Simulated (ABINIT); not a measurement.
The system is HfC.

```xyz
4
Lattice="3.3429 0.0000 0.0000 -1.6714 2.8950 0.0000 0.0000 0.0000 5.2027" Properties=species:S:1:pos:R:3 pbc="T T T"
Hf    0.0000    1.9300    1.3007
Hf    1.6714    0.9650    3.9020
C     0.0000    0.0000    2.6014
C     0.0000    0.0000    0.0000
```

The cell comes from a database or a generator and needn't be the stable form of this composition.

* Program: ABINIT 10.8.3 (patched build)
* Task: single point
* Functional: PBE
* Potentials or basis: JTH PAW PBE v2.0
* Cutoff: 517 eV
* k mesh: 9 × 9 × 5
* Occupations: fermi-dirac, width 0.05 eV
* Spin: no spin polarisation

On this cell: pressure -1.0 GPa; largest force under 0.003 eV/Å; band gap on the k mesh none (metal or under the smearing width).

The same run follows on a disturbed copy (atoms moved at random, drawn with an rms of 0.05 Å):

```
Hf C
1.0
     3.34287    0.00000    0.00000
    -1.67143    2.89501    0.00000
     0.00000    0.00000    5.20271
Hf C
2 2
Cartesian
  0.0184 1.9297 1.3330
  1.6896 0.9914 3.8974
  0.0211 0.0196 2.5995
  0.0130 -0.0151 0.0159
```

Task: What does the disturbed cell give?

Result: The energy (extrapolated to zero smearing) moves by +4.8 meV/atom; pressure -0.8 GPa; largest force 0.662 eV/Å; band gap on the k mesh none (metal or under the smearing width).

Forces in eV/Å, atoms in the order of the input:
```
Hf  -0.024  0.047 -0.640
Hf  -0.016 -0.365  0.552
C   -0.014  0.003  0.172
C    0.055  0.315 -0.084
```

Stress tensor (GPa, compression positive):
```
-2.17  0.00 -0.01
 0.00 -2.19 -0.10
-0.01 -0.10  1.85
```
